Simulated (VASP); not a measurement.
Bi, 3 atoms in the cell. Symmetry: C2/m, No. 12, monoclinic system. The conventional cell has a = 8.908 Å, b = 4.989 Å, c = 4.165 Å, α = 90.00°, β = 91.89°, γ = 90.00°. Bi (site symmetry m) is surrounded by 6 Bi at 3.15 to 3.41 Å. Bi (site symmetry 2/m) has 6 Bi at 3.15 to 3.26 Å as nearest neighbours. The cell was built by a generator and needn't be a form met in nature.

| Property | Result |
| --- | --- |
| Program | VASP 6.6.1 |
| Task | relaxation of cell and atoms |
| Functional | PBE |
| Potentials or basis | VASP PAW PBE potentials, release 64 (Bi_d) |
| Cutoff | 600 eV |
| k mesh | 4 × 4 × 4 |
| Occupations | gaussian, width 0.1 eV |
| Spin | no spin polarisation |
| Dipole correction | no |
| Further INCAR settings | ALGO = Normal; EDIFF = 1e-06; IBRION = 2; EDIFFG = -0.04; NSW = 90; ISIF = 3 |

Potentials or basis: VASP PAW PBE potentials, release 64 (Bi_d).

Run with:

```bash
$ cat potpaw_PBE.64/Bi_d/POTCAR > POTCAR
$ mpirun -np 1 vasp_std > vasp.out
```

Hardware: 1 thread of AMD EPYC 9R14 (Zen 4) (shared host).

Task: Estimate the wall time of this run.

Result: It took 6.5 min on 1 thread of AMD EPYC 9R14 (Zen 4), with other jobs on the host, peak memory 0.25 GiB. Counts: scf iterations 112, k points 24, ion steps 14.
